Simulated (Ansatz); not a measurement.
The system is HfC.

```
CELL_PARAMETERS angstrom
0.00000 2.32500 2.32500
2.32500 0.00000 2.32500
2.32500 2.32500 0.00000
ATOMIC_POSITIONS crystal
Hf 0.50000 0.50000 0.50000
C 0.00000 0.00000 0.00000
```

- Program: Ansatz 0.2.0
- Task: single point
- Functional: PBEsol
- Potentials or basis: all-electron LAPW, scalar-relativistic
- Cutoff: 302 eV (chosen from the basis error)
- Basis error allowed: 0.001 eV/atom
- k mesh: 10 × 10 × 10
- Occupations: fermi-dirac, width 0.05 eV
- Spin: no spin polarisation

On this cell: pressure -6.5 GPa; largest force zero by symmetry; band gap on the k mesh none (metal or under the smearing width).

The same run follows on a disturbed copy (atoms moved at random, drawn with an rms of 0.05 Å):

```
CELL_PARAMETERS angstrom
0.00000 2.32500 2.32500
2.32500 0.00000 2.32500
2.32500 2.32500 0.00000
ATOMIC_POSITIONS crystal
Hf 0.48872 0.50833 0.48842
C 0.99015 0.01910 0.99366
```

Question: What changes?

Answer: The energy (extrapolated to zero smearing) moves by +4.7 meV/atom; pressure -6.2 GPa; largest force 0.370 eV/Å; band gap on the k mesh none (metal or under the smearing width).

Forces on the atoms (eV/Å):
```
Hf   0.278  0.117  0.213
C   -0.278 -0.117 -0.213
```

Stress tensor (GPa, compression positive):
```
-6.09 -0.09 -0.16
-0.09 -6.39 -0.07
-0.16 -0.07 -6.24
```
